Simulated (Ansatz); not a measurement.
Free-standing chains of the atoms of GaAs, named by their start (strip: triangular double chain, ladder: square double chain); atoms and period are relaxed, and energies count from relaxed bulk GaAs (F-43m, 23.71 Å³/atom, gap on the mesh 0.16 eV).

The calculation used DFT PBE, scalar-relativistic, plane waves, PAW in Ansatz.

Cutoff 420 eV, Gaussian smearing of 0.05 eV, energies at zero smearing, symmetry of each start kept, collinear spin where a moment is listed.

| start | atoms | k mesh | excess energy (eV per host atom) | period (Å) | gap on the mesh (eV) | highest filled level or Fermi level under vacuum (eV) | size of the moment (μB per cell) |
| --- | --- | --- | --- | --- | --- | --- | --- |
| linear chain | 2 | 1×1×15 | 1.414 | 4.720 | 0 | 5.22 | 0.67 |
| dimerised chain | 2 | 1×1×15 | 1.414 | 4.719 | 0 | 5.22 | 0.67 |
| zigzag chain | 2 | 1×1×16 | 1.107 | 4.111 | 0.05 | - | 0.00 |
| ladder chain | 4 | 1×1×15 | 0.875 | 4.874 | 0 | 4.90 | 0.40 |
| strip chain | 2 | 1×1×27 | 0.994 | 2.589 | 0 | - | 0.00 |

Gaps under about 0.2 eV rest on few k points and may close between them. Each run keeps its start's symmetry and one magnetic start, so lower states can exist. Rows stand on unlike meshes and boxes, so starts that end alike can differ by a few hundredths of an eV per atom.

Cost: 5 runs of about 14 core-minutes in all, on Arm Neoverse V1 (shared hosts).